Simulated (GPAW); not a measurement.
# CoO (R-3m) in GPAW: equation of state

How stiff is CoO in PBE, and what volume does it want? The cell is scaled to several volumes.

Everything below comes from runs of GPAW 26.7.0. Logs are shortened: lines on timing, memory, paths and dates and some standing lists are left out, and cuts for length are marked. The log counts tension as positive stress, the text compression.

## Step 1: The crystal as given

Symmetry: R-3m, No. 166, trigonal system. The conventional cell has a = 3.011 Å, b = 3.011 Å, c = 7.320 Å, α = 90.00°, β = 90.00°, γ = 120.00°. Co (site symmetry -3m) is surrounded by 6 O at 2.12 Å. O (site symmetry -3m) has 6 Co at 2.12 Å as nearest neighbours.

The cell is a database's computed one.

## Step 2: Equation of state, PBE, collinear spin, ferromagnetic start

Contents of run.py:

```python
from ase.eos import EquationOfState
from ase.io import Trajectory, read
from ase.units import GPa
from gpaw import GPAW, PW

atoms = read('POSCAR')
atoms.set_initial_magnetic_moments([2.0, 0.0])

traj = Trajectory('eos.traj', 'w')
volumes, energies = [], []
for x in [0.94, 0.96, 0.98, 1.0, 1.02, 1.04, 1.06]:
    a = atoms.copy()
    a.set_cell(atoms.cell * x**(1 / 3), scale_atoms=True)
    calc = GPAW(mode=PW(800),
                xc='PBE',
                kpts={'size': (11, 11, 11), 'gamma': True},
                occupations={'name': 'fermi-dirac', 'width': 0.05},
                nbands=17,
                convergence={'density': 1e-05, 'energy': 1e-05},
                maxiter=150,
                txt=f'eos-{x:.2f}.txt')
    a.calc = calc
    energies.append(a.get_potential_energy(force_consistent=True))
    volumes.append(a.get_volume())
    p = -a.get_stress()[:3].mean() / GPa
    calc.write(f'eos-{x:.2f}.gpw')
    traj.write(a)
    print(f'{x:.2f} {volumes[-1]:10.4f} A^3 {energies[-1]:14.6f} eV {p:9.3f} GPa', flush=True)

v0, e0, B = EquationOfState(volumes, energies, eos='birchmurnaghan').fit()
print(f'V0 = {v0:.4f} A^3, E0 = {e0:.6f} eV, B0 = {B / GPa:.2f} GPa')
```

Contents of POSCAR:

```
CoO
1.0
    1.5054695445      0.8691832468      2.4399269062
   -1.5054695445      0.8691832468      2.4399269062
    0.0000000000     -1.7383664936      2.4399269062
Co O
1 1
Direct
    0.0000000000      0.0000000000      0.0000000000
    0.5000000000      0.5000000000      0.5000000000
```

Potentials or basis: GPAW PAW data sets (gpaw-data 1.2.1), pw.

Run with:

```
OMP_NUM_THREADS=1 python run.py
```

Output:

```text
__  _  _
 | _ |_)|_||  |
 |__||  | ||/\| - 26.7.0

Input parameters:
  mode=PW(ecut=800.0),
  convergence={'density': 1e-05, 'energy': 1e-05},
  kpts=MonkhorstPack(size=(11, 11, 11), gamma=True),
  maxiter=150,
  nbands=17,
  occupations=Occupations(name='fermi-dirac', width=0.05),
  xc=XC(name='PBE')

Diagonalizing LCAO Hamiltonian
Converting LCAO to pw mode

       O

       Co

Atoms  # Å, Bohr magnetons
|   | symbol |         x |        y |        z |    initial magnetic moments |
|---|--------|-----------|----------|----------|-----------------------------|
| 0 |     Co |  0.000000 | 0.000000 | 0.000000 | ( 0.0000,  0.0000,  2.0000) |
| 1 |      O | -0.000000 | 0.000000 | 3.610426 | ( 0.0000,  0.0000,  0.0000) |

Unit cell  # Å
| periodic |         x |         y |        z |  lengths |    angles |
|----------|-----------|-----------|----------|----------|-----------|
|      yes |  1.485123 |  0.857436 | 2.406951 | 2.955368 | 60.333340 |
|      yes | -1.485123 |  0.857436 | 2.406951 | 2.955368 | 60.333340 |
|      yes |  0.000000 | -1.714872 | 2.406951 | 2.955368 | 60.333340 |

Number of symmetries: 12
Symmetry operations  # r_c * U_cc + t_c -> r_c
|    | kind |            matrix            |
|----|------|------------------------------|
|  0 |  E   |  1, 0, 0,  0, 1, 0,  0, 0, 1 |
|  1 |  σ   |  1, 0, 0,  0, 0, 1,  0, 1, 0 |
|  2 |  σ   |  0, 1, 0,  1, 0, 0,  0, 0, 1 |
|  3 |  C3  |  0, 1, 0,  0, 0, 1,  1, 0, 0 |
|  4 |  C3  |  0, 0, 1,  1, 0, 0,  0, 1, 0 |
|  5 |  σ   |  0, 0, 1,  0, 1, 0,  1, 0, 0 |
|  6 |  C2  |  0, 0,-1,  0,-1, 0, -1, 0, 0 |
|  7 |  S6  |  0, 0,-1, -1, 0, 0,  0,-1, 0 |
|  8 |  S6  |  0,-1, 0,  0, 0,-1, -1, 0, 0 |
|  9 |  C2  |  0,-1, 0, -1, 0, 0,  0, 0,-1 |
| 10 |  C2  | -1, 0, 0,  0, 0,-1,  0,-1, 0 |
| 11 |  i   | -1, 0, 0,  0,-1, 0,  0, 0,-1 |

BZ-sampling:
  Number of BZ points: 1331
  Number of IBZ points: 146

  Monkhorst-Pack size: [11, 11, 11]
  Monkhorst-Pack shift: [0, 0, 0]

K-points  # in reciprocal-cell coordinates
|     |                                coordinates |     weight |
|-----|--------------------------------------------|------------|
|   0 | (  0.00000000,   0.00000000,   0.00000000) | 0.00075131 |
|   1 | (  0.09090909,   0.00000000,  -0.09090909) | 0.00450789 |
|   2 | (  0.09090909,   0.00000000,   0.00000000) | 0.00450789 |
|   3 | (  0.09090909,   0.09090909,  -0.09090909) | 0.00450789 |
|   4 | (  0.09090909,   0.09090909,   0.00000000) | 0.00450789 |
|   5 | (  0.09090909,   0.09090909,   0.09090909) | 0.00150263 |
|   6 | (  0.18181818,  -0.09090909,  -0.09090909) | 0.00450789 |
|   7 | (  0.18181818,   0.00000000,  -0.18181818) | 0.00450789 |
|   8 | (  0.18181818,   0.00000000,  -0.09090909) | 0.00901578 |
|   9 | (  0.18181818,   0.00000000,   0.00000000) | 0.00450789 |
| ... |                                            |            |
| 145 | (  0.45454545,   0.45454545,   0.45454545) | 0.00150263 |

Plane wave coefficients: 958
Cutoff: 800.0 eV

Spin-components: 2 (collinear spins)
Bands:           17
Projectors:      11
Spin-degeneracy: 1
Datatype:        complex128

Density:
  Valence electrons: 15.0
  Components: 2
  Grid points: [20 20 20]
  Charge: 0.0  # |e|

Potential:
  Grid points: [20 20 20]

species:
  Co:
    name:    Cobalt
    Z:       27.0
    valence: 9
    core:    18
    charge:  0.0  # [|e|]
    compensation charges:
      type: gauss
      rc: 0.32  # [Å]
      lmax: 2
    cutoffs:
      filter: 1.87  # [Å]
      core: 2.55  # [Å]
    projectors
    | kind |    occ | energy [eV] | rcut [Å] |
    |------|--------|-------------|----------|
    |   4s |  2.000 |      -5.469 |    1.005 |
    |   4p |  0.000 |      -1.277 |    1.058 |
    |   3d |  7.000 |      -8.205 |    1.005 |
    |    s |        |      21.742 |    1.005 |
    |    p |        |      25.934 |    1.058 |
    |    d |        |      19.007 |    1.005 |

    Using partial waves for Co as LCAO basis

  O:
    name:    Oxygen
    Z:       8.0
    valence: 6
    core:    2
    charge:  0.0  # [|e|]
    compensation charges:
      type: gauss
      rc: 0.21  # [Å]
      lmax: 2
    cutoffs:
      filter: 1.17  # [Å]
      core: 0.83  # [Å]
    projectors
    | kind |    occ | energy [eV] | rcut [Å] |
    |------|--------|-------------|----------|
    |   2s |  2.000 |     -23.961 |    0.688 |
    |   2p |  4.000 |      -9.029 |    0.598 |
    |    s |        |       3.251 |    0.688 |
    |    p |        |      18.182 |    0.598 |
    |    d |        |       0.000 |    0.619 |

    Using partial waves for O as LCAO basis

Reference energy: -39943.562207  # eV

eigensolver:
  PPCG
  Converge bands: occupied
  niter=2

density mixing:
  MSR1-Mixer
  Pratt-step length: 0.05
  Maximum mixing coefficient: 0.75
  Old densities: 10
  SVD Regularization: 0.005
  Good broyden scale: 1.0
  Trust region scale: 1.0
  Backstep threshold: 4.0
  History deletion threshold: 6.0
  Fourier metric: weight=20.0, sigma=0.015

occupation numbers:
  Fermi-Dirac:
    width: 0.0500  # eV

poisson solver:
  ecut: 6400.0  # eV

xc functional:
[... 7 lines left out ...]

SCF iterations
|iter     | |      energy | eigst |  dens |  magmom |
|---------|-|-------------|-------|-------|---------|
|iter:   1| |  -14.729495 | +0.01 |       |  +2.0015|
|iter:   2| |  -14.582000 | -2.12 | -0.86 |  +2.0309|
|iter:   3| |  -14.323172 | -2.00 | -0.92 |  +2.1439|
|iter:   4| |  -14.376378 | -2.75 | -1.32 |  +2.2228|
|iter:   5| |  -14.421032 | -2.85 | -1.58 |  +2.3461|
|iter:   6| |  -14.438262 | -3.18 | -1.90 |  +2.4725|
|iter:   7| |  -14.433255 | -2.98 | -1.68 |  +2.6664|
|iter:   8| |  -14.443835 | -3.53 | -1.92 |  +2.7922|
|iter:   9| |  -14.444279 | -4.83 | -2.61 |  +2.8089|
|iter:  10| |  -14.444278 | -5.22 | -2.99 |  +2.7949|
|iter:  11| |  -14.444370c| -5.72 | -3.24 |  +2.8091|
|iter:  12| |  -14.444344c| -6.71 | -3.66 |  +2.8037|
|iter:  13| |  -14.444354c| -7.19 | -4.06 |  +2.8056|
|iter:  14| |  -14.444352c| -7.62c| -4.47 |  +2.8051|
|iter:  15| |  -14.444353c| -8.08c| -4.91 |  +2.8051|
|iter:  16| |  -14.444353c| -8.35c| -5.24c|  +2.8050|

Converged in 16 steps
Energy contributions relative to reference atoms: (reference = -39943.562207)

Energy contributions:
  Kinetic:          31.167710
  Coulomb:         -26.997821
  Zero:              0.109839
  External:          0.000000
  Xc:              -18.707626
  Entropy:          -0.032912
  Spinorbit:         0.000000
  ----------------------------
  Free energy:     -14.460809
  Extrapolated:    -14.444353

dipole moment: (0.000000, -0.000000, -19.213916)  # |e|*Ang

Total magnetic moment: (0.000000, 0.000000, 2.805049)

Local magnetic moments
|        x |        y |        z |
|----------|----------|----------|
| 0.000000 | 0.000000 | 2.438494 |  # Co   0
| 0.000000 | 0.000000 | 0.215272 |  # O    1

Fermi level: 9.540
Eigenvalues  # (at kpt = [0.000, 0.000, 0.000])
| band index |      eig [eV] | occ [0-1] |      eig [eV] | occ [0-1] |
|------------|---------------|-----------|---------------|-----------|
|          0 |       -11.229 |     1.000 |       -10.776 |     1.000 |
|          1 |         6.072 |     1.000 |         6.578 |     1.000 |
|          2 |         6.072 |     1.000 |         6.578 |     1.000 |
|          3 |         6.122 |     1.000 |         6.633 |     1.000 |
|          4 |         6.261 |     1.000 |         8.298 |     1.000 |
|          5 |         6.261 |     1.000 |         8.299 |     1.000 |
|          6 |         6.396 |     1.000 |         8.325 |     1.000 |
|          7 |         6.396 |     1.000 |         9.525 |     0.575 |
|          8 |         6.445 |     1.000 |         9.526 |     0.571 |
|          9 |        10.657 |     0.000 |        11.178 |     0.000 |
|         10 |        26.463 |     0.000 |        26.348 |     0.000 |
|         11 |        27.820 |     0.000 |        28.349 |     0.000 |
|         12 |        27.820 |     0.000 |        28.351 |     0.000 |
|         13 |        28.034 |     0.000 |        28.550 |     0.000 |
|         14 |        31.648 |     0.000 |        32.631 |     0.000 |
|         15 |        31.648 |     0.000 |        32.632 |     0.000 |
|         16 |        31.798 |     0.000 |        32.787 |     0.000 |

No gap
No difference between direct/indirect transitions

Stress tensor  # eV/Ang^3
|         x |         y |         z |
|-----------|-----------|-----------|
| -0.052678 |  0.000000 |  0.000000 |
|  0.000000 | -0.052678 |  0.000000 |
|  0.000000 |  0.000000 | -0.048550 |

# Writing to eos-0.96.gpw (mode='')
```

Run time: 8.4 min. Hardware: 1 thread of Intel Xeon 6975P-C (Granite Rapids), shared host; peak memory 0.4 GiB.

What came out:

* Equilibrium volume: 9.63 Å³/atom
* Bulk modulus at fixed shape and positions: 173 GPa
* Pressure derivative of the bulk modulus: 3.2

Energy against volume, from the lowest point:
| volume (Å³/atom) | energy (meV/atom) |
| --- | --- |
| 9.003 | 23.98 |
| 9.195 | 11.12 |
| 9.387 | 3.26 |
| 9.578 | 0.00 |
| 9.770 | 0.92 |
| 9.961 | 5.72 |
| 10.153 | 14.11 |

Caveat: the cell was scaled at fixed shape and fractional positions, which overstates the stiffness of a crystal with free parameters, most of all of layers and chains.
